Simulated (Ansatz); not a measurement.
Zincblende SrO, relaxed with r2SCAN: 3 runs in the plane-wave code Ansatz, each a construction of maximally localised Wannier functions. Space group F-43m (No. 216), cubic; conventional cell a = 5.585 Å, 21.77 Å³ an atom. Sr has 4 O at 2.42 Å; O has 4 Sr at 2.42 Å. Spin-unpolarised throughout. Whether this structure exists isn't addressed.

```yaml
crystal:
  lattice:
    - [0.00000, 2.79228, 2.79228]
    - [2.79228, 0.00000, 2.79228]
    - [2.79228, 2.79228, 0.00000]
  atoms:
    - { symbol: Sr, position: [0.00000, 0.00000, 0.00000] }
    - { symbol: O, position: [0.25000, 0.25000, 0.25000] }
```

Windows count from the top of the filled bands; a dash means that no such window was set (without an outer window there is no disentanglement).

```
functional  SCF mesh  trial orbitals  functions   mesh  window (eV)  frozen (eV)  Ω total (Å²)  Ω invariant (Å²)  largest spread (Å²)  least projectability
       PBE     6×6×6             O p          3  6×6×6            –            –          4.12              4.08                 1.37                  0.88
    r2SCAN     6×6×6        O s, O p          4  6×6×6            –            –          6.06              5.80                 1.52                  0.56
     HSE06     6×6×6        O s, O p          4  6×6×6            –            –          5.82              5.57                 1.45                  0.58
```
